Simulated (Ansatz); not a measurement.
**AlPt in Ansatz: the effect of functional**

AlPt:

```
Pt Al
1.0
     3.04976    0.00000    0.00000
     0.00000    3.04976    0.00000
     0.00000    0.00000    3.04976
Pt Al
1 1
Direct
  0.50000 0.50000 0.50000
  0.00000 0.00000 0.00000
```

Measurements of this composition are mostly on another form, of space group No. 198.

The cell isn't the ideal one: volume scaled by 0.96.

Alike in all runs:

```yaml
Program: Ansatz 0.2.0
Task: single point
Potentials_or_basis: Ansatz PAW
k_mesh: 9 × 9 × 9
Occupations: fermi-dirac, width 0.05 eV
Spin: no spin polarisation
```

```csv
functional,cutoff,pressure (GPa)
LDA,420 eV (not typed: the program's choice for these potentials),-2.3
PBEsol,420 eV (not typed: the program's choice for these potentials),?
r2SCAN,500 eV (not typed: the program's choice for these potentials),3.4
```

Task: What does the run with functional PBEsol give?

Result: Pressure 2.1 GPa.

Caveats: the PAW data sets come from PBE, with cores solved anew for the run's functional, which leaves a small shift of forces and pressure.
